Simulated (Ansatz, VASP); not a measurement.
**InPd in VASP and in Ansatz**

Contents of INCAR:

```
ALGO     = Fast           # electronic algorithm
EDIFF    = 1E-6           # SCF threshold, eV
ENCUT    = 520            # plane-wave cutoff, eV
GGA      = PE             # functional
ISIF     = 2              # what is computed and relaxed
ISMEAR   = -1             # smearing method
LASPH    = T              # aspherical terms in the spheres
LCHARG   = F              # write CHGCAR
LMAXMIX  = 4              # l up to which the mixer works
LREAL    = F              # projectors in reciprocal space
LWAVE    = F              # write WAVECAR
NBANDS   = 18             # bands
NELM     = 100            # most SCF steps
PREC     = Accurate       # precision mode
SIGMA    = 0.05           # smearing width, eV
```

The input KPOINTS:

```
k-points
0
Gamma
  8 8 8
```

Contents of POSCAR:

```
InPd
1.0
    3.2718847800      0.0000000000      0.0000000000
    0.0000000000      3.2718847800      0.0000000000
    0.0000000000      0.0000000000      3.2718847800
In Pd
1 1
Direct
    0.0000000000      0.0000000000      0.0000000000
    0.5000000000      0.5000000000      0.5000000000
```

File KPOINTS_OPT:

```
path GXMGRX,MR
20
line-mode
reciprocal
 0.0000000000  0.0000000000  0.0000000000  G
 0.0000000000  0.5000000000  0.0000000000  X

 0.0000000000  0.5000000000  0.0000000000  X
 0.5000000000  0.5000000000  0.0000000000  M

 0.5000000000  0.5000000000  0.0000000000  M
 0.0000000000  0.0000000000  0.0000000000  G

 0.0000000000  0.0000000000  0.0000000000  G
 0.5000000000  0.5000000000  0.5000000000  R

 0.5000000000  0.5000000000  0.5000000000  R
 0.0000000000  0.5000000000  0.0000000000  X

 0.5000000000  0.5000000000  0.0000000000  M
 0.5000000000  0.5000000000  0.5000000000  R
```

input.yaml

```yaml
crystal:
  lattice:
    - [3.27188478, 0.0, 0.0]
    - [0.0, 3.27188478, 0.0]
    - [0.0, 0.0, 3.27188478]
  atoms:
    - { symbol: In, position: [0.0, 0.0, 0.0] }
    - { symbol: Pd, position: [0.5, 0.5, 0.5] }
hamiltonian:
  xc: pbe
  pseudopotentials: { kind: paw }
kpoints:
  mp_grid: { grid: [8, 8, 8] }
  band_path:
    path:
      - [[0.0, 0.0, 0.0], [0.0, 0.5, 0.0], [0.5, 0.5, 0.0], [0.0, 0.0, 0.0], [0.5, 0.5, 0.5], [0.0, 0.5, 0.0]]
      - [[0.5, 0.5, 0.0], [0.5, 0.5, 0.5]]
    npoints: 14
scf:
  occupations: { method: fermi_dirac, width: 0.05 }
  n_extra_bands: 6
output:
  forces: true
  stress: true
  eigenvalues: true
  fatbands: false
```

The cell comes from a database or a generator and needn't be the stable form of this composition.

Alike in both runs: task band structure; functional PBE; k mesh 8 × 8 × 8; occupations fermi-dirac, width 0.05 eV; no spin polarisation.

|  | VASP | Ansatz |
| --- | --- | --- |
| version | VASP 6.6.1 | Ansatz 0.2.0 |
| potentials or method | VASP PAW PBE potentials, release 64 (In_d, Pd) | Ansatz PAW |
| plane-wave cutoff (eV) | 520 | 420 |
| valence electrons in the cell | 23 | 31 |

|  | VASP | Ansatz | Ansatz less VASP |
| --- | --- | --- | --- |
| gap on the k mesh at the Fermi level (eV) | none | none | - |
| pressure (GPa) | 3.6 | 3.6 | -0.01 |

A gap of «none» marks a metal or a gap that the smearing closes. The two sets of potentials don't hold the same shells in valence.

Caveats: spin-orbit coupling is left out, which moves the levels of the heavy elements.
